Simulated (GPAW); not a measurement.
A run of GPAW 26.7.0 is set up as follows.

run.py

```python
from ase.dft.bandgap import bandgap
from ase.io import read, write
from ase.units import GPa
from gpaw import GPAW, PW

atoms = read('POSCAR')

calc = GPAW(mode=PW(600),
            xc='PBE',
            kpts={'size': (11, 11, 11), 'gamma': True},
            occupations={'name': 'methfessel-paxton', 'order': 0, 'width': 0.014},
            nbands=14,
            convergence={'density': 1e-05, 'energy': 1e-05},
            maxiter=150,
            txt='gpaw.txt')
atoms.calc = calc
energy = atoms.get_potential_energy()
forces = atoms.get_forces()
stress = atoms.get_stress()
calc.write('gs.gpw')
write('result.traj', atoms)
print(f'Energy: {energy:.6f} eV')
print('Forces (eV/A):')
print(forces.round(4))
print('Stress (GPa):', (stress / GPa).round(3))
print('Fermi level:', round(calc.get_fermi_level(), 4), 'eV')
print(f'Gap: {bandgap(calc)[0]:.4f} eV, direct: {bandgap(calc, direct=True)[0]:.4f} eV')
```

The input POSCAR:

```
Au
1.0
    0.0000000000      2.0350000000      2.0350000000
    2.0350000000      0.0000000000      2.0350000000
    2.0350000000      2.0350000000      0.0000000000
Au
1
Direct
    0.0000000000      0.0000000000      0.0000000000
```

Potentials or basis: GPAW PAW data sets (gpaw-data 1.2.1), pw.

Run with:

```sh
$ OMP_NUM_THREADS=1 python run.py
```

**Question.** What does it give for the band gap on the k mesh?

**Answer.** None (metal or under the smearing width).

**Question.** Estimate the pressure.

**Answer.** 13.4 GPa.

Caveat: with this Au data set, volumes or pressures lay over 1.5 % or 2 GPa off other programs in two to four cells of ten. Spin-orbit coupling is left out, which matters for the levels of Au.
